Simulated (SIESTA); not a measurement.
Crystal: CdTe.

```
Te Cd
1.0
     0.00000    3.20500    3.20500
     3.20500    0.00000    3.20500
     3.20500    3.20500    0.00000
Te Cd
1 1
Direct
  0.75000 0.75000 0.75000
  0.00000 0.00000 0.00000
```

Base run:

| Quantity | Value |
| --- | --- |
| Program | SIESTA 5.4.2 |
| Functional | vdW-DF-cx |
| Potentials or basis | PseudoDojo 0.4 standard (PBE files) |
| Basis | DZP (energy shift 0.003 Ry; two zetas on semicore shells) |
| Grid cutoff | 800 Ry |
| Energy shift | 0.003 Ry |
| k mesh | 7 × 7 × 7 |
| Occupations | fermi-dirac, width 0.05 eV |
| Spin | no spin polarisation |

Its results: band gap on the k mesh 1.07 eV, direct; pressure 2.1 GPa.

Question: The run is repeated on the same cell with these changes: functional from vdW-DF-cx to BLYP. What comes out?

Answer: Band gap on the k mesh 1.10 eV, direct; pressure 6.6 GPa.

Caveats: the potentials were made for another functional, which shifts forces and pressure; spin-orbit coupling is left out, which moves the levels of the heavy elements; the basis of atomic orbitals isn't converged, which shifts pressures, moduli and gaps.
